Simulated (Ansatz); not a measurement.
# VN: pressure as volume scale varies

All results are calculated (Ansatz 0.2.0). Periodic Kohn-Sham DFT of a crystal at fixed atoms, scaled to volume_scale times the given cell; pressure positive in compression, energy less spherical unpolarised free atoms, largest_vzz the field gradient of largest size among the nuclei.

The cell before it is scaled or strained (space group Fm-3m, No. 225):
```
cell vectors (Å)
   0.0000     2.0640     2.0640
   2.0640     0.0000     2.0640
   2.0640     2.0640     0.0000
atoms (fractions of the cell vectors)
V   0.00000  0.00000  0.00000
N   0.50000  0.50000  0.50000
```

Settings of every row: method frozen-core PAW; functional PBE; relativity scalar; k mesh 14x14x14; filling fermi-dirac; smearing width 0.08 eV; wave cutoff 420 eV; paw set soft_2.

Atom:
```
element  start moment (bohr magneton)
      V                           1.5
      N                             0
```

```
row  volume scale  V (Å³/atom)  pressure (GPa)
  1          0.94        8.265          19.155
  2        0.9405         8.27          18.945
  3          0.96        8.441          11.208
  4          0.97        8.529           7.548
  5          0.98        8.617           4.081
  6             1        8.793               ?
  7          1.01        8.881          -5.273
  8          1.02        8.969          -8.068
  9          1.03        9.057         -10.717
 10          1.04        9.145         -13.227
 11          1.06         9.32          -17.86
```

Cell moment is 0 bohr magneton in every row.

Question: what pressure should row 6 give?

Worked fit of pressure. Take u = (V_r/V)^(2/3) − 1 with V_r = 8.749 Å³ an atom, which is twice the finite (Eulerian) strain; such expansions in the strain, on which the Birch-Murnaghan equation of state is built, carry the rest volume and the bulk modulus. The shown rows have u = 0.03867, 0.03825, 0.02418, 0.01712, 0.01019, -0.00993, -0.01642, -0.0228, -0.02908, -0.04127. Least squares give pressure = −0.7847 + 464.148 × u + 1283.82 × u² + 1483 × u³ GPa; a parabola predicts inner rows, each left out in turn, worse (root mean square 0.029 against 0.011 GPa). The rows lie off it by -0.014, 0.015, -0.002, 0.003, 0.001, -0.004, -0.002, 0.000, 0.006, -0.002 (root mean square 0.007 GPa). The pressure vanishes at u = 0.0017, or V = 8.727 Å³ an atom, and there the bulk modulus at fixed shape and fractions is B = −V dP/dV = (2/3)(1 + u) dP/du = 313 GPa. The withheld row has u = -0.00334, so the fit gives −0.7847 + 464.148 × (-0.00334) + 1283.82 × (-0.00334)² + 1483 × (-0.00334)³ = -2.321 GPa.

The calculation gave -2.323 GPa. The fit lies 0.002 GPa (0.0054 % of the column's range) above it; its largest miss of a shown row is 0.015 GPa.
